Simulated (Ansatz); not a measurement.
Write a Python script for Ansatz's Python interface that makes a breakdown of dispersion, smearing and cutoff terms of AlP, space group F-43m. Level of theory (first run): PBE, PAW, cutoff 340 eV, 8×8×8 k-points, fixed occupations, D4 dispersion.

```
CELL_PARAMETERS angstrom
0.00000 2.72550 2.72550
2.72550 0.00000 2.72550
2.72550 2.72550 0.00000
ATOMIC_POSITIONS crystal
Al 0.00000 0.00000 0.00000
P 0.25000 0.25000 0.25000
```

Script `alp.py`:
```python
"""Taking single terms out of the free energy of AlP."""

import ansatz as az
from ase import Atoms

atoms = Atoms(
    ["Al", "P"],
    scaled_positions=[
        [0.0, 0.0, 0.0],
        [0.25, 0.25, 0.25],
    ],
    cell=[
        [0.0, 2.7255, 2.7255],
        [2.7255, 0.0, 2.7255],
        [2.7255, 2.7255, 0.0],
    ],
    pbc=True,
)
xtal = az.Crystal.from_ase(atoms)

base = xtal.calculation().occupations("Fixed").kpoints(8, 8, 8)
with_term = base.functional("pbe", dispersion="d4").basis(340).cutoff_correction(490).run().report
without = base.functional("pbe").basis(340).run().report
finer = base.functional("pbe").basis(490).run().report
removed = az.free_energy_without(with_term, az.EnergyTerm.DISPERSION)
print(f"dispersion term            {with_term['components']['e_disp']:.5f} eV")
print(f"F less dispersion          {removed:.5f} eV, run without it {without['free_energy_ev']:.5f} eV")
print(f"F less smearing term       {az.free_energy_without(without, az.EnergyTerm.SMEARING):.5f} eV")
print(f"estimated gain to 490 eV   {with_term['cutoff_correction']['energy_ev']:.5f} eV, found {finer['free_energy_ev'] - without['free_energy_ev']:.5f} eV")
```

```console
$ python alp.py
DeckWarning: basis.ecutwfc = 340 eV is below the records' recommended 420 eV, and the density's cutoff is lower with it unless basis.ecutrho_ratio is high enough to keep the records' density cutoff: compare with a run at a higher cutoff
dispersion term            -0.65511 eV
F less dispersion          -1294.41345 eV, run without it -1294.41345 eV
F less smearing term       -1294.41345 eV
estimated gain to 490 eV   -0.01944 eV, found -0.01979 eV
```
(Warnings from the package without file and line.)

Notes:
- Total energies depend on the potentials; only differences at equal settings carry meaning. A total without «per atom» is that of the cell as typed.
- The cutoff lies under the one recommended for these potentials in some of the runs.
- Of the deposited cell: the entry's cell lengths or inner coordinates differ somewhat from later room-temperature determinations.
- The starting cell is as deposited in a crystallographic database; the results hold for this polymorph, which needn't be the stable one.
- The whole script took 3.1 s on 1 thread of Arm Neoverse V1 (shared host), peak memory 0.35 GiB.
